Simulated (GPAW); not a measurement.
# MoS2 (P-3m1) in GPAW: further runs

One crystal, MoS2, is run at these levels: PBEsol, PBE; tasks: single point.

Everything below comes from runs of GPAW 26.7.0. Logs are shortened: lines on timing, memory, paths and dates and some standing lists are left out, and cuts for length are marked. The log counts tension as positive stress, the text compression.

**1. The crystal as given**

It takes space group P-3m1 (No. 164, trigonal). The conventional cell has a = 3.227 Å, b = 3.227 Å, c = 6.312 Å, α = 90.00°, β = 90.00°, γ = 120.00°. Mo (site symmetry -3m) has 6 S at 2.42 Å as nearest neighbours. Around S (site symmetry 3m) lie 3 Mo at 2.42 Å.

Measurements of this composition are mostly on another form, of space group No. 194.

**2. Single point, PBEsol**

run.py

```python
from ase import Atoms
from ase.dft.bandgap import bandgap
from ase.io import write
from ase.units import Bohr, GPa
from gpaw import GPAW, PW, setup_paths
from gpaw.elf import elf_from_dft_calculation

setup_paths.insert(0, '.')

atoms = Atoms(['Mo', 'S', 'S'],
              cell=[[3.2274645616, 0.0, 0.0],
                    [-1.6137322808, 2.7950663001, 0.0],
                    [0.0, 0.0, 6.31247342]],
              scaled_positions=[[0.0, 0.0, 0.5],
                                [0.6666666667, 0.3333333333, 0.74468068],
                                [0.3333333333, 0.6666666667, 0.25531932]],
              pbc=True)

calc = GPAW(mode=PW(600),
            xc='PBEsol',
            kpts={'size': (9, 9, 4), 'gamma': True},
            occupations={'name': 'methfessel-paxton', 'order': 0, 'width': 0.05},
            nbands=25,
            convergence={'density': 1e-05, 'energy': 1e-05},
            maxiter=150,
            txt='gpaw.txt')
atoms.calc = calc
energy = atoms.get_potential_energy()
forces = atoms.get_forces()
stress = atoms.get_stress()
calc.write('gs.gpw')
write('result.traj', atoms)
print(f'Energy: {energy:.6f} eV')
print('Forces (eV/A):')
print(forces.round(4))
print('Stress (GPa):', (stress / GPa).round(3))
print('Fermi level:', round(calc.get_fermi_level(), 4), 'eV')
print(f'Gap: {bandgap(calc)[0]:.4f} eV, direct: {bandgap(calc, direct=True)[0]:.4f} eV')

# fields on the real-space grid
write('density.cube', atoms, data=calc.get_pseudo_density() * Bohr**3)
write('potential.cube', atoms, data=calc.get_electrostatic_potential())
write('elf.cube', atoms, data=elf_from_dft_calculation(calc).data)
```

Potentials or basis: PAW data sets generated in the run's folder for this functional, pw.

On the command line:

```bash
$ gpaw-setup -f PBEsol Mo S
$ OMP_NUM_THREADS=1 python run.py
```

gpaw.txt:

```text
__  _  _
 | _ |_)|_||  |
 |__||  | ||/\| - 26.7.0

Input parameters:
  mode=PW(ecut=600.0),
  convergence={'density': 1e-05, 'energy': 1e-05},
  kpts=MonkhorstPack(size=(9, 9, 4), gamma=True),
  maxiter=150,
  nbands=25,
  occupations=Occupations(name='methfessel-paxton', order=0, width=0.05),
  xc=XC(name='PBEsol')

Diagonalizing LCAO Hamiltonian
Converting LCAO to pw mode

            S

       Mo
         S

Atoms  # Å, Bohr magnetons
|   | symbol |         x |        y |        z |    initial magnetic moments |
|---|--------|-----------|----------|----------|-----------------------------|
| 0 |     Mo |  0.000000 | 0.000000 | 3.156237 | ( 0.0000,  0.0000,  0.0000) |
| 1 |      S |  1.613732 | 0.931689 | 4.700777 | ( 0.0000,  0.0000,  0.0000) |
| 2 |      S | -0.000000 | 1.863378 | 1.611696 | ( 0.0000,  0.0000,  0.0000) |

Unit cell  # Å
| periodic |         x |        y |        z |  lengths |     angles |
|----------|-----------|----------|----------|----------|------------|
|      yes |  3.227465 | 0.000000 | 0.000000 | 3.227465 |  90.000000 |
|      yes | -1.613732 | 2.795066 | 0.000000 | 3.227465 |  90.000000 |
|      yes |  0.000000 | 0.000000 | 6.312473 | 6.312473 | 120.000000 |

Number of symmetries: 12
Symmetry operations  # r_c * U_cc + t_c -> r_c
|    | kind |            matrix            |
|----|------|------------------------------|
|  0 |  σ   |  1, 1, 0,  0,-1, 0,  0, 0, 1 |
|  1 |  S6  |  1, 1, 0, -1, 0, 0,  0, 0,-1 |
|  2 |  E   |  1, 0, 0,  0, 1, 0,  0, 0, 1 |
|  3 |  C2  |  1, 0, 0, -1,-1, 0,  0, 0,-1 |
|  4 |  C2  |  0, 1, 0,  1, 0, 0,  0, 0,-1 |
|  5 |  C3  |  0, 1, 0, -1,-1, 0,  0, 0, 1 |
|  6 |  S6  |  0,-1, 0,  1, 1, 0,  0, 0,-1 |
|  7 |  σ   |  0,-1, 0, -1, 0, 0,  0, 0, 1 |
|  8 |  σ   | -1, 0, 0,  1, 1, 0,  0, 0, 1 |
|  9 |  i   | -1, 0, 0,  0,-1, 0,  0, 0,-1 |
| 10 |  C3  | -1,-1, 0,  1, 0, 0,  0, 0, 1 |
| 11 |  C2  | -1,-1, 0,  0, 1, 0,  0, 0,-1 |

BZ-sampling:
  Number of BZ points: 324
  Number of IBZ points: 43

  Monkhorst-Pack size: [9, 9, 4]
  Monkhorst-Pack shift: [0.0, 0.0, 0.125]

K-points  # in reciprocal-cell coordinates
|     |                                coordinates |     weight |
|-----|--------------------------------------------|------------|
|   0 | (  0.00000000,   0.00000000,   0.00000000) | 0.00308642 |
|   1 | (  0.00000000,   0.00000000,   0.25000000) | 0.00617284 |
|   2 | (  0.00000000,   0.00000000,   0.50000000) | 0.00308642 |
|   3 | (  0.11111111,   0.00000000,  -0.25000000) | 0.01851852 |
|   4 | (  0.11111111,   0.00000000,   0.00000000) | 0.01851852 |
|   5 | (  0.11111111,   0.00000000,   0.25000000) | 0.01851852 |
|   6 | (  0.11111111,   0.00000000,   0.50000000) | 0.01851852 |
|   7 | (  0.22222222,  -0.11111111,   0.00000000) | 0.01851852 |
|   8 | (  0.22222222,  -0.11111111,   0.25000000) | 0.03703704 |
|   9 | (  0.22222222,  -0.11111111,   0.50000000) | 0.01851852 |
| ... |                                            |            |
|  42 | (  0.44444444,   0.44444444,   0.50000000) | 0.01851852 |

Plane wave coefficients: 1934
Cutoff: 600.0 eV

Spin-components: 1 (collinear spins)
Bands:           25
Projectors:      16
Spin-degeneracy: 2
Datatype:        complex128

Parallelization:
  kpt:    1
  domain: 1
  band:   1

Density:
  Valence electrons: 26.0
  Components: 1
  Grid points: [20 20 36]
  Charge: 0.0  # |e|

Potential:
  Grid points: [20 20 36]

species:
  Mo:
    name:    Molybdenum
    Z:       42.0
    valence: 14
    core:    28
    charge:  0.0  # [|e|]
    compensation charges:
      type: gauss
      rc: 0.38  # [Å]
      lmax: 2
    cutoffs:
      filter: 2.16  # [Å]
      core: 1.42  # [Å]
    projectors
    | kind |    occ | energy [eV] | rcut [Å] |
    |------|--------|-------------|----------|
    |   4s |  2.000 |     -64.262 |    1.238 |
    |   5s |  1.000 |      -4.116 |    1.238 |
    |   4p |  6.000 |     -38.461 |    1.296 |
    |   5p |  0.000 |      -1.012 |    1.296 |
    |   4d |  5.000 |      -3.770 |    1.296 |
    |    d |        |      23.442 |    1.296 |

    Using partial waves for Mo as LCAO basis

  S:
    name:    Sulfur
    Z:       16.0
    valence: 6
    core:    10
    charge:  0.0  # [|e|]
    compensation charges:
      type: gauss
      rc: 0.24  # [Å]
      lmax: 2
    cutoffs:
      filter: 1.77  # [Å]
      core: 1.66  # [Å]
    projectors
    | kind |    occ | energy [eV] | rcut [Å] |
    |------|--------|-------------|----------|
    |   3s |  2.000 |     -17.192 |    0.974 |
    |   3p |  4.000 |      -6.978 |    0.979 |
    |    s |        |      10.020 |    0.974 |
    |    p |        |      20.234 |    0.979 |
    |    d |        |       0.000 |    0.900 |

    Using partial waves for S as LCAO basis

Reference energy: -131755.109894  # eV

eigensolver:
  PPCG
  Converge bands: occupied
  niter=2

density mixing:
  MSR1-Mixer
  Pratt-step length: 0.05
  Maximum mixing coefficient: 0.75
  Old densities: 10
  SVD Regularization: 0.005
  Good broyden scale: 1.0
  Trust region scale: 1.0
  Backstep threshold: 4.0
  History deletion threshold: 6.0
  Fourier metric: weight=20.0, sigma=0.015

occupation numbers:
  Methfessel-Paxton:
    width: 0.0500  # eV
    order: 0

poisson solver:
  ecut: 4800.0  # eV

xc functional:
  name: PBEsol with 2 nearest neighbor stencil

convergence criteria:
- Maximum integral of absolute [dens]ity change: 1e-05 electrons / valence electron
- Maximum [total energy] change in last 3 cyles: 1e-05 eV / valence electron
- Maximum integral of absolute [eigenst]ate change: 4e-08 eV^2 / valence electron
maximum number of iterations: 150

SCF iterations
|iter     | |      energy | eigst |  dens |
|---------|-|-------------|-------|-------|
|iter:   1| |  -24.637690 | +0.38 |       |
|iter:   2| |  -23.995559 | -1.50 | -0.97 |
|iter:   3| |  -22.888967 | -1.24 | -1.05 |
|iter:   4| |  -22.857867 | -2.42 | -1.51 |
|iter:   5| |  -22.852104 | -2.94 | -1.77 |
|iter:   6| |  -22.847669 | -3.86 | -2.10 |
|iter:   7| |  -22.847575 | -4.60 | -2.78 |
|iter:   8| |  -22.847550c| -5.84 | -3.35 |
|iter:   9| |  -22.847550c| -7.37 | -4.13 |
|iter:  10| |  -22.847551c| -7.80c| -4.78 |
|iter:  11| |  -22.847551c| -8.48c| -5.62c|

Converged in 11 steps
Energy contributions relative to reference atoms: (reference = -131755.109894)

Energy contributions:
  Kinetic:          -5.703988
  Coulomb:          -1.014407
  Zero:             -0.107528
  External:          0.000000
  Xc:              -16.020610
  Entropy:          -0.002034
  Spinorbit:         0.000000
  ----------------------------
  Free energy:     -22.848567
  Extrapolated:    -22.847551

dipole moment: (-6.050898, -10.480463, 0.000002)  # |e|*Ang

Fermi level: 7.439
Eigenvalues  # (at kpt = [0.000, 0.000, 0.000])
| band index |      eig [eV] | occ [0-2] |
|------------|---------------|-----------|
|          0 |       -54.276 |     2.000 |
|        ... |               |           |
|          7 |         3.459 |     2.000 |
|          8 |         3.459 |     2.000 |
|          9 |         5.651 |     2.000 |
|         10 |         6.381 |     2.000 |
|         11 |         6.501 |     2.000 |
|         12 |         6.501 |     2.000 |
[... 8 lines left out ...]
|         21 |        17.537 |     0.000 |
|         22 |        20.202 |     0.000 |
|        ... |               |           |
|         24 |        20.247 |     0.000 |

No gap
No difference between direct/indirect transitions

Forces  # eV/Ang
|       x |        y |        z |
|---------|----------|----------|
| 0.00000 |  0.00000 |  0.00000 |  # Mo   0
| 0.00000 | -0.00000 |  0.02602 |  # S    1
| 0.00000 | -0.00000 | -0.02602 |  # S    2

Stress tensor  # eV/Ang^3
|        x |        y |        z |
|----------|----------|----------|
| 0.030076 | 0.000000 | 0.000000 |
| 0.000000 | 0.030076 | 0.000000 |
| 0.000000 | 0.000000 | 0.006393 |

# Writing to gs.gpw (mode='')
```

Run time: 38 s. Hardware: 1 thread of Arm Neoverse V1, shared host; peak memory 0.22 GiB.

Results:

| Quantity | Value |
| --- | --- |
| Free energy | -22.8486 eV |
| Pressure | -3.6 GPa |
| Largest force | 0.026 eV/Å |
| Band gap on the k mesh | none (metal or under the smearing width) |

Forces in eV/Å, atoms in the order of the input:
```
Mo   0.000  0.000  0.000
S    0.000  0.000  0.026
S    0.000  0.000 -0.026
```

Caveat: this functional lacks dispersion, which binds the layers, so the pressure and a relaxed spacing across them are unreliable.

**3. Single point, PBE**

Edit run.py of step 2 so:

```diff
@@ -3,7 +3,4 @@
 from ase.io import write
-from ase.units import Bohr, GPa
-from gpaw import GPAW, PW, setup_paths
-from gpaw.elf import elf_from_dft_calculation
-
-setup_paths.insert(0, '.')
+from ase.units import GPa
+from gpaw import GPAW, PW
 
@@ -19,5 +16,5 @@
 calc = GPAW(mode=PW(600),
-            xc='PBEsol',
+            xc='PBE',
             kpts={'size': (9, 9, 4), 'gamma': True},
-            occupations={'name': 'methfessel-paxton', 'order': 0, 'width': 0.05},
+            occupations={'name': 'methfessel-paxton', 'order': 0, 'width': 0.013000000000000001},
             nbands=25,
@@ -38,6 +35 @@
 print(f'Gap: {bandgap(calc)[0]:.4f} eV, direct: {bandgap(calc, direct=True)[0]:.4f} eV')
-
-# fields on the real-space grid
-write('density.cube', atoms, data=calc.get_pseudo_density() * Bohr**3)
-write('potential.cube', atoms, data=calc.get_electrostatic_potential())
-write('elf.cube', atoms, data=elf_from_dft_calculation(calc).data)
```

Potentials or basis: GPAW PAW data sets (gpaw-data 1.2.1), pw.

On the command line:

```bash
$ OMP_NUM_THREADS=1 python run.py
```

gpaw.txt:

```text
__  _  _
 | _ |_)|_||  |
 |__||  | ||/\| - 26.7.0

Input parameters:
  mode=PW(ecut=600.0),
  convergence={'density': 1e-05, 'energy': 1e-05},
  kpts=MonkhorstPack(size=(9, 9, 4), gamma=True),
  maxiter=150,
  nbands=25,
  occupations=Occupations(name='methfessel-paxton', order=0, width=0.013000000000000001),
  xc=XC(name='PBE')

Diagonalizing LCAO Hamiltonian
Converting LCAO to pw mode

            S

       Mo
         S

Atoms  # Å, Bohr magnetons
|   | symbol |         x |        y |        z |    initial magnetic moments |
|---|--------|-----------|----------|----------|-----------------------------|
| 0 |     Mo |  0.000000 | 0.000000 | 3.156237 | ( 0.0000,  0.0000,  0.0000) |
| 1 |      S |  1.613732 | 0.931689 | 4.700777 | ( 0.0000,  0.0000,  0.0000) |
| 2 |      S | -0.000000 | 1.863378 | 1.611696 | ( 0.0000,  0.0000,  0.0000) |

Unit cell  # Å
| periodic |         x |        y |        z |  lengths |     angles |
|----------|-----------|----------|----------|----------|------------|
|      yes |  3.227465 | 0.000000 | 0.000000 | 3.227465 |  90.000000 |
|      yes | -1.613732 | 2.795066 | 0.000000 | 3.227465 |  90.000000 |
|      yes |  0.000000 | 0.000000 | 6.312473 | 6.312473 | 120.000000 |

Number of symmetries: 12
Symmetry operations  # r_c * U_cc + t_c -> r_c
|    | kind |            matrix            |
|----|------|------------------------------|
|  0 |  σ   |  1, 1, 0,  0,-1, 0,  0, 0, 1 |
|  1 |  S6  |  1, 1, 0, -1, 0, 0,  0, 0,-1 |
|  2 |  E   |  1, 0, 0,  0, 1, 0,  0, 0, 1 |
[... 139 lines left out ...]
- Maximum integral of absolute [eigenst]ate change: 4e-08 eV^2 / valence electron
maximum number of iterations: 150

SCF iterations
|iter     | |      energy | eigst |  dens |
|---------|-|-------------|-------|-------|
|iter:   1| |  -23.120283 | +0.37 |       |
|iter:   2| |  -22.447268 | -1.50 | -0.96 |
|iter:   3| |  -21.313959 | -1.22 | -1.04 |
|iter:   4| |  -21.293418 | -2.40 | -1.51 |
|iter:   5| |  -21.290368 | -2.81 | -1.74 |
|iter:   6| |  -21.285935 | -3.65 | -2.05 |
|iter:   7| |  -21.285778 | -4.43 | -2.71 |
|iter:   8| |  -21.285749c| -5.67 | -3.28 |
|iter:   9| |  -21.285750c| -7.01 | -4.00 |
|iter:  10| |  -21.285750c| -7.53c| -4.66 |
|iter:  11| |  -21.285750c| -8.23c| -5.52c|

Converged in 11 steps
Energy contributions relative to reference atoms: (reference = -131849.312427)

Energy contributions:
  Kinetic:          -1.538246
  Coulomb:          -4.708060
  Zero:             -0.093953
  External:          0.000000
  Xc:              -14.945306
  Entropy:          -0.000371
  Spinorbit:         0.000000
  ----------------------------
  Free energy:     -21.285935
  Extrapolated:    -21.285750

dipole moment: (-6.037261, -10.456843, 0.000002)  # |e|*Ang

Fermi level: 7.533
Eigenvalues  # (at kpt = [0.000, 0.000, 0.000])
| band index |      eig [eV] | occ [0-2] |
|------------|---------------|-----------|
|          0 |       -54.289 |     2.000 |
|        ... |               |           |
|          7 |         3.555 |     2.000 |
|          8 |         3.555 |     2.000 |
|          9 |         5.721 |     2.000 |
|         10 |         6.502 |     2.000 |
|         11 |         6.600 |     2.000 |
|         12 |         6.600 |     2.000 |
[... 8 lines left out ...]
|         21 |        17.716 |     0.000 |
|         22 |        20.360 |     0.000 |
|        ... |               |           |
|         24 |        20.438 |     0.000 |

No gap
No difference between direct/indirect transitions

Forces  # eV/Ang
|        x |        y |        z |
|----------|----------|----------|
|  0.00000 | -0.00000 |  0.00000 |  # Mo   0
| -0.00000 | -0.00000 |  0.30228 |  # S    1
|  0.00000 | -0.00000 | -0.30228 |  # S    2

Stress tensor  # eV/Ang^3
|        x |         y |         z |
|----------|-----------|-----------|
| 0.000088 |  0.000000 |  0.000000 |
| 0.000000 |  0.000088 | -0.000000 |
| 0.000000 | -0.000000 | -0.018926 |

# Writing to gs.gpw (mode='')
```

Run time: 31 s. Hardware: 1 thread of Arm Neoverse V2, shared host; peak memory 0.19 GiB.

Results:

```yaml
Free_energy: -21.2859 eV
Pressure: 1.0 GPa
Largest_force: 0.302 eV/Å
Band_gap_on_the_k_mesh: none (metal or under the smearing width)
```

Forces on the atoms (eV/Å):
```
Mo   0.000  0.000  0.000
S    0.000  0.000  0.302
S    0.000  0.000 -0.302
```

Stress tensor (GPa, compression positive):
```
-0.01  0.00  0.00
 0.00 -0.01  0.00
 0.00  0.00  3.03
```

Caveat: this functional lacks dispersion, which binds the layers, so the pressure and a relaxed spacing across them are unreliable.
